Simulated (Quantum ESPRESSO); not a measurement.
# Mo (Im-3m) in Quantum ESPRESSO: further runs, part 3 of 3

Quantum ESPRESSO 7.5.

## (4) Phonons, PBE

File pw.in:

```
&CONTROL
  calculation = 'scf'
  prefix = 'pwscf'
  outdir = './tmp'
  pseudo_dir = './pseudo'
  tprnfor = .true.
  tstress = .true.
  disk_io = 'low'
/
&SYSTEM
  ibrav = 0
  nat = 1
  ntyp = 1
  ecutwfc = 80
  nbnd = 13
  occupations = 'smearing'
  smearing = 'mv'
  degauss = 0.01469973
/
&ELECTRONS
  conv_thr = 2d-10
  electron_maxstep = 120
  mixing_beta = 0.5
/
ATOMIC_SPECIES
Mo    95.9500 Mo.upf
CELL_PARAMETERS angstrom
  -1.5838089719    1.5838089719    1.5838089719
   1.5838089719   -1.5838089719    1.5838089719
   1.5838089719    1.5838089719   -1.5838089719
ATOMIC_POSITIONS crystal
Mo     0.0000000000    0.0000000000    0.0000000000
K_POINTS automatic
8 8 8 0 0 0
```

File relax.in:

```
&CONTROL
  calculation = 'vc-relax'
  prefix = 'pwscf'
  outdir = './tmp'
  pseudo_dir = './pseudo'
  tprnfor = .true.
  tstress = .true.
  disk_io = 'low'
  nstep = 40
  forc_conv_thr = 0.0001
  etot_conv_thr = 1d-06
/
&SYSTEM
  ibrav = 0
  nat = 1
  ntyp = 1
  ecutwfc = 80
  nbnd = 13
  occupations = 'smearing'
  smearing = 'mv'
  degauss = 0.01469973
/
&ELECTRONS
  conv_thr = 2d-10
  electron_maxstep = 120
  mixing_beta = 0.5
/
&IONS
  ion_dynamics = 'bfgs'
/
&CELL
  cell_dynamics = 'bfgs'
  press = 0
  press_conv_thr = 0.2
/
ATOMIC_SPECIES
Mo    95.9500 Mo.upf
CELL_PARAMETERS angstrom
  -1.5838089719    1.5838089719    1.5838089719
   1.5838089719   -1.5838089719    1.5838089719
   1.5838089719    1.5838089719   -1.5838089719
ATOMIC_POSITIONS crystal
Mo     0.0000000000    0.0000000000    0.0000000000
K_POINTS automatic
8 8 8 0 0 0
```

File scf2.in:

```
&CONTROL
  calculation = 'scf'
  prefix = 'pwscf'
  outdir = './tmp'
  pseudo_dir = './pseudo'
  tprnfor = .true.
  tstress = .true.
  disk_io = 'low'
/
&SYSTEM
  ibrav = 0
  nat = 1
  ntyp = 1
  ecutwfc = 80
  nbnd = 13
  occupations = 'smearing'
  smearing = 'mv'
  degauss = 0.01469973
/
&ELECTRONS
  conv_thr = 1d-13
  electron_maxstep = 120
  mixing_beta = 0.5
  startingpot = 'file'
  startingwfc = 'file'
/
ATOMIC_SPECIES
Mo    95.9500 Mo.upf
CELL_PARAMETERS angstrom
  -1.5823402396    1.5823402396    1.5823402396
   1.5823402396   -1.5823402396    1.5823402396
   1.5823402396    1.5823402396   -1.5823402396
ATOMIC_POSITIONS crystal
Mo     0.0000000000    0.0000000000    0.0000000000
K_POINTS automatic
8 8 8 0 0 0
```

File ph.in:

```
phonons of Mo
&INPUTPH
  prefix = 'pwscf'
  outdir = './tmp'
  tr2_ph = 1d-18
  fildyn = 'dyn'
  niter_ph = 90
  alpha_mix(1) = 0.4
/
0.4330127019 0.4330127019 0.0000000000
```

Potentials or basis: PseudoDojo 0.4.1 SR PBE standard.

Started as:

```bash
$ OMP_NUM_THREADS=1 pw.x -in pw.in > pw.out
$ OMP_NUM_THREADS=1 pw.x -in relax.in > relax.out
$ OMP_NUM_THREADS=1 pw.x -in scf2.in > scf2.out
$ OMP_NUM_THREADS=1 ph.x -in ph.in > ph.out
```

pw.out:

```text
This program is part of the open-source Quantum ESPRESSO suite
     for quantum simulation of materials; please cite
         "P. Giannozzi et al., J. Phys.:Condens. Matter 21 395502 (2009);
         "P. Giannozzi et al., J. Phys.:Condens. Matter 29 465901 (2017);
         "P. Giannozzi et al., J. Chem. Phys. 152 154105 (2020);
     in publications or presentations arising from this work. More details at

     Message from routine setup:
     using ibrav=0 with symmetry is DISCOURAGED, use correct ibrav instead

     G-vector sticks info
     --------------------
     sticks:   dense  smooth     PW     G-vecs:    dense   smooth      PW
     Sum         645     645    229                10425    10425    2243

     Using Slab Decomposition

     bravais-lattice index     =            0
     lattice parameter (alat)  =       5.1840  a.u.
     unit-cell volume          =     107.2420 (a.u.)^3
     number of atoms/cell      =            1
     number of atomic types    =            1
     number of electrons       =        14.00
     number of Kohn-Sham states=           13
     kinetic-energy cutoff     =      80.0000  Ry
     charge density cutoff     =     320.0000  Ry
     scf convergence threshold =      2.0E-10
     mixing beta               =       0.5000
     number of iterations used =            8  plain     mixing
     Exchange-correlation= PBE
                           (   1   4   3   4   0   0   0)

     celldm(1)=   5.183968  celldm(2)=   0.000000  celldm(3)=   0.000000
     celldm(4)=   0.000000  celldm(5)=   0.000000  celldm(6)=   0.000000

     crystal axes: (cart. coord. in units of alat)
               a(1) = (  -0.577350   0.577350   0.577350 )
[... 130 lines left out ...]
     iteration #  8     ecut=    80.00 Ry     beta= 0.50
     Davidson diagonalization with overlap
     ethr =  5.15E-12,  avg # of iterations =  1.7

     End of self-consistent calculation

          k = 0.0000 0.0000 0.0000 (  1289 PWs)   bands (ev):

   -40.3399 -13.6387 -13.6387 -13.6387  13.7882  19.6273  19.6273  19.6273
    22.5853  22.5853  35.8669  35.8669  35.8669
[... 68 lines left out ...]
   -40.0795 -14.6217 -14.2782 -13.9600  17.4730  18.2336  19.1040  23.0952
    23.2856  29.6789  31.3201  32.9085  34.8880

          k = 0.0000-0.1083 0.3248 (  1299 PWs)   bands (ev):

   -40.1873 -14.3110 -13.9241 -13.7982  16.2969  19.1200  19.2049  20.8392
    21.7951  23.5728  36.2493  37.5117  40.1270

          k =-0.0000-0.2165 0.4330 (  1295 PWs)   bands (ev):

   -40.1030 -14.7358 -14.0758 -13.7918  16.4728  18.5346  19.4286  21.7255
    24.1259  24.4471  33.8477  35.6880  38.9757

          k = 0.1083-0.1083 0.4330 (  1297 PWs)   bands (ev):

   -40.1072 -14.5765 -14.1217 -13.8761  17.1570  18.1557  19.4959  21.0334
    23.1663  24.7168  34.7528  37.0698  39.7412

          k =-0.8660-0.3248-0.3248 (  1292 PWs)   bands (ev):
[... 51 lines left out ...]
   -39.9189 -14.5554 -14.5554 -14.5554  15.6489  15.6489  24.8418  24.8418
    24.8418  29.9267  29.9267  29.9267  40.3148

     the Fermi energy is    20.8557 ev

!    total energy              =    -140.55498037 Ry
     estimated scf accuracy    <          2.5E-12 Ry
     smearing contrib. (-TS)   =      -0.00022744 Ry
     internal energy E=F+TS    =    -140.55475293 Ry

     The total energy is F=E-TS. E is the sum of the following terms:
     one-electron contribution =     -18.77086268 Ry
     hartree contribution      =      17.98645810 Ry
     xc contribution           =     -20.60929723 Ry
     ewald contribution        =    -119.16105111 Ry

     convergence has been achieved in   8 iterations

     Forces acting on atoms (cartesian axes, Ry/au):

     atom    1 type  1   force =     0.00000000    0.00000000    0.00000000

     Total force =     0.000000     Total SCF correction =     0.000000

     Computing stress (Cartesian axis) and pressure

          total   stress  (Ry/bohr**3)                   (kbar)     P=       -7.11
  -0.00004835  -0.00000000  -0.00000000           -7.11       -0.00       -0.00
  -0.00000000  -0.00004835  -0.00000000           -0.00       -7.11       -0.00
  -0.00000000  -0.00000000  -0.00004835           -0.00       -0.00       -7.11

=------------------------------------------------------------------------------=
   JOB DONE.
=------------------------------------------------------------------------------=
```

scf2.out:

```text
This program is part of the open-source Quantum ESPRESSO suite
     for quantum simulation of materials; please cite
         "P. Giannozzi et al., J. Phys.:Condens. Matter 21 395502 (2009);
         "P. Giannozzi et al., J. Phys.:Condens. Matter 29 465901 (2017);
         "P. Giannozzi et al., J. Chem. Phys. 152 154105 (2020);
[... 284 lines left out ...]
   0.00000000  -0.00000045   0.00000000            0.00       -0.07        0.00
   0.00000000   0.00000000  -0.00000045            0.00        0.00       -0.07

=------------------------------------------------------------------------------=
   JOB DONE.
=------------------------------------------------------------------------------=
```

It took 2.8 min on 1 thread of Arm Neoverse V2, shared host; peak memory 0.09 GiB.

What came out:

* Free energy: -1912.3480 eV
* Relaxed volume: 15.85 Å³/atom
* Relaxed cell: a = 2.741 Å, b = 2.741 Å, c = 2.741 Å, α = 109.47°, β = 109.47°, γ = 109.47°
* Space group after relaxing (to 0.05 Å): Im-3m (No. 229)
* Pressure after relaxing: 0.0 GPa
* Band gap on the k mesh: none (metal or under the smearing width)
* Highest phonon frequency at the q point run: 263 cm⁻¹

Final structure:
```
Mo
1.0
    -1.58234    1.58234    1.58234
     1.58234   -1.58234    1.58234
     1.58234    1.58234   -1.58234
Mo
1
Cartesian
  0.0000 0.0000 0.0000
```

Phonon frequencies in cm⁻¹ (negative: imaginary):
| q point | frequencies |
| --- | --- |
| (0.000, 0.000, 0.500) | 95 188 263 |

Phonon modes at q = (0.000, 0.000, 0.500) in reciprocal lattice units:
| mode | symmetry | cm⁻¹ |
| --- | --- | --- |
| 1 | B_1u | 95 |
| 2 | B_2u | 188 |
| 3 | B_3u | 263 |

Caveat: the k mesh is coarse; the mesh is thin for the phonons of a metal.

## (5) Phonons, PBEsol

pw.in is that of step 4.

relax.in is that of step 4.

Changes to scf2.in since step 4:

```diff
@@ -29,5 +29,5 @@
 CELL_PARAMETERS angstrom
-  -1.5823402396    1.5823402396    1.5823402396
-   1.5823402396   -1.5823402396    1.5823402396
-   1.5823402396    1.5823402396   -1.5823402396
+  -1.5666144295    1.5666144295    1.5666144295
+   1.5666144295   -1.5666144295    1.5666144295
+   1.5666144295    1.5666144295   -1.5666144295
 ATOMIC_POSITIONS crystal
```

ph.in is that of step 4.

Potentials or basis: PseudoDojo 0.4.1 SR PBEsol standard.

Started as:

```bash
$ OMP_NUM_THREADS=1 pw.x -in pw.in > pw.out
$ OMP_NUM_THREADS=1 pw.x -in relax.in > relax.out
$ OMP_NUM_THREADS=1 pw.x -in scf2.in > scf2.out
$ OMP_NUM_THREADS=1 ph.x -in ph.in > ph.out
```

pw.out:

```text
This program is part of the open-source Quantum ESPRESSO suite
     for quantum simulation of materials; please cite
[... 9 lines left out ...]
     --------------------
     sticks:   dense  smooth     PW     G-vecs:    dense   smooth      PW
     Sum         645     645    229                10425    10425    2243

     Using Slab Decomposition

     bravais-lattice index     =            0
     lattice parameter (alat)  =       5.1840  a.u.
     unit-cell volume          =     107.2420 (a.u.)^3
     number of atoms/cell      =            1
     number of atomic types    =            1
     number of electrons       =        14.00
     number of Kohn-Sham states=           13
     kinetic-energy cutoff     =      80.0000  Ry
     charge density cutoff     =     320.0000  Ry
     scf convergence threshold =      2.0E-10
     mixing beta               =       0.5000
     number of iterations used =            8  plain     mixing
[... 224 lines left out ...]
          k =-0.0000-0.2165 0.4330 (  1295 PWs)   bands (ev):

   -40.1481 -14.8098 -14.1443 -13.8584  16.3124  18.3950  19.2722  21.5867
    24.0144  24.2972  33.6908  35.5445  38.8047

          k = 0.1083-0.1083 0.4330 (  1297 PWs)   bands (ev):

   -40.1524 -14.6493 -14.1907 -13.9433  16.9955  18.0019  19.3556  20.8966
    23.0397  24.5722  34.5876  36.9460  39.5654

          k =-0.8660-0.3248-0.3248 (  1292 PWs)   bands (ev):
[... 51 lines left out ...]
   -39.9626 -14.6274 -14.6274 -14.6274  15.4868  15.4868  24.7380  24.7380
    24.7380  29.7502  29.7502  29.7502  40.0725

     the Fermi energy is    20.7080 ev

!    total energy              =    -140.54919054 Ry
     estimated scf accuracy    <          7.9E-12 Ry
     smearing contrib. (-TS)   =      -0.00019170 Ry
     internal energy E=F+TS    =    -140.54899883 Ry

     The total energy is F=E-TS. E is the sum of the following terms:
     one-electron contribution =     -18.86166721 Ry
     hartree contribution      =      17.93883571 Ry
     xc contribution           =     -20.46511622 Ry
     ewald contribution        =    -119.16105111 Ry

     convergence has been achieved in   8 iterations

     Forces acting on atoms (cartesian axes, Ry/au):

     atom    1 type  1   force =     0.00000000    0.00000000    0.00000000

     Total force =     0.000000     Total SCF correction =     0.000000

     Computing stress (Cartesian axis) and pressure

          total   stress  (Ry/bohr**3)                   (kbar)     P=      -84.11
  -0.00057176  -0.00000000  -0.00000000          -84.11       -0.00       -0.00
  -0.00000000  -0.00057176  -0.00000000           -0.00      -84.11       -0.00
  -0.00000000  -0.00000000  -0.00057176           -0.00       -0.00      -84.11

=------------------------------------------------------------------------------=
   JOB DONE.
=------------------------------------------------------------------------------=
```

relax.out:

```text
This program is part of the open-source Quantum ESPRESSO suite
     for quantum simulation of materials; please cite
[... 9 lines left out ...]
     --------------------
     sticks:   dense  smooth     PW     G-vecs:    dense   smooth      PW
     Sum         645     645    229                10425    10425    2243
[... 1421 lines left out ...]
  -0.00000174  -0.00000000  -0.00000000           -0.26       -0.00       -0.00
  -0.00000000  -0.00000174  -0.00000000           -0.00       -0.26       -0.00
  -0.00000000  -0.00000000  -0.00000174           -0.00       -0.00       -0.26

=------------------------------------------------------------------------------=
   JOB DONE.
=------------------------------------------------------------------------------=
```

scf2.out:

```text
This program is part of the open-source Quantum ESPRESSO suite
     for quantum simulation of materials; please cite
[... 9 lines left out ...]
     --------------------
     sticks:   dense  smooth     PW     G-vecs:    dense   smooth      PW
     Sum         627     627    229                10005    10005    2171
[... 274 lines left out ...]
  -0.00000173  -0.00000000  -0.00000000           -0.25       -0.00       -0.00
  -0.00000000  -0.00000173  -0.00000000           -0.00       -0.25       -0.00
  -0.00000000  -0.00000000  -0.00000173           -0.00       -0.00       -0.25

=------------------------------------------------------------------------------=
   JOB DONE.
=------------------------------------------------------------------------------=
```

Wall time 2.8 min (1 thread of Arm Neoverse V2, shared host); peak memory 0.09 GiB.

Results:

- Free energy: -1912.2829 eV
- Relaxed volume: 15.38 Å³/atom
- Relaxed cell: a = 2.713 Å, b = 2.713 Å, c = 2.713 Å, α = 109.47°, β = 109.47°, γ = 109.47°
- Space group after relaxing (to 0.05 Å): Im-3m (No. 229)
- Pressure after relaxing: 0.0 GPa
- Band gap on the k mesh: none (metal or under the smearing width)
- Highest phonon frequency at the q point run: 272 cm⁻¹

Step by step:
| step | energy change (eV) | largest force (eV/Å) | pressure (GPa) | volume (Å³) |
| --- | --- | --- | --- | --- |
| 1 | 0.0000 | 0.0000 | -8.41 | 15.89 |
| 2 | -0.0124 | 0.0000 | 2.91 | 15.22 |
| 3 | -0.0138 | 0.0000 | -0.13 | 15.39 |
| 4 | -0.0138 | 0.0000 | 0.00 | 15.38 |

Final structure:
```
Mo
1.0
    -1.56661    1.56661    1.56661
     1.56661   -1.56661    1.56661
     1.56661    1.56661   -1.56661
Mo
1
Direct
  0.00000 0.00000 0.00000
```

Phonon frequencies in cm⁻¹ (negative: imaginary):
```csv
q point,frequencies
"(0.000, 0.000, 0.500)",99 191 272
```

Phonon modes at q = (0.000, 0.000, 0.500) in reciprocal lattice units:
```
mode  symmetry  cm⁻¹
   1      B_1u    99
   2      B_2u   191
   3      B_3u   272
```

Caveat: the k mesh is coarse; the mesh is thin for the phonons of a metal.

## (6) The runs side by side

```csv
task,level,potentials or basis,U,cell,k mesh,cutoff (eV),start of the occupations,hubbard projectors,mixing beta,q mesh,form of the LDA correlation,gap on the mesh (eV),pressure (GPa)
Hubbard U by linear response,PBEsol+U,GBRV 1.5 PBEsol,Mo d U = 8.0 eV,as given,10 × 10 × 10,612,default,ortho-atomic,0.3,2 × 2 × 2,-,none,8.9
phonons,LDA,PseudoDojo 0.4.1 SR LDA standard,-,relaxed,8 × 8 × 8,1088,-,-,0.5,-,PW92,none,0.0
phonons,PBE,PseudoDojo 0.4.1 SR PBE standard,-,relaxed,8 × 8 × 8,1088,-,-,0.5,-,-,none,0.0
phonons,PBEsol,PseudoDojo 0.4.1 SR PBEsol standard,-,relaxed,8 × 8 × 8,1088,-,-,0.5,-,-,none,0.0
```

Alike in all rows: no spin polarisation; smearing cold 0.2 eV.

Caveats: the mesh is thin for the phonons of a metal (some runs); the computed U isn't converged in cell size (some runs); U without spin polarisation on a metal has little footing (some runs); the U is typed as a test and isn't derived for this compound (some runs).

Total energies depend on the potentials used, so only differences within one code and one set of settings carry meaning.
